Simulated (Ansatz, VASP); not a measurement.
Au in VASP and in Ansatz

```
CELL_PARAMETERS angstrom
-1.63769 1.63769 1.63769
1.63769 -1.63769 1.63769
1.63769 1.63769 -1.63769
ATOMIC_POSITIONS crystal
Au 0.00000 0.00000 0.00000
```

Alike in both runs: functional r2SCAN; k mesh 18 × 18 × 18; occupations gaussian, width 0.1 eV; no spin polarisation.

Ansatz relaxed the structure, and its values are those at the end. VASP's run is a single point on that final structure, the one shown.

```csv
,VASP,Ansatz
version,VASP 6.6.1,Ansatz 0.2.0
potentials or method,"VASP PAW PBE potentials, release 64 (Au)","scalar-relativistic, plane waves, PAW"
plane-wave cutoff (eV),520,500
valence electrons in the cell,11,19
```

|  | VASP | Ansatz | Ansatz less VASP |
| --- | --- | --- | --- |
| gap on the k mesh at the Fermi level (eV) | none | none | - |
| pressure (GPa) | 0.2 | 0.0 | -0.28 |

A gap of «none» marks a metal or a gap that the smearing closes. The two sets of potentials don't hold the same shells in valence.

Caveats: the PAW data sets were made with another functional, which shifts forces and pressure a little (VASP). Spin-orbit coupling is left out, which matters for the levels of Au.
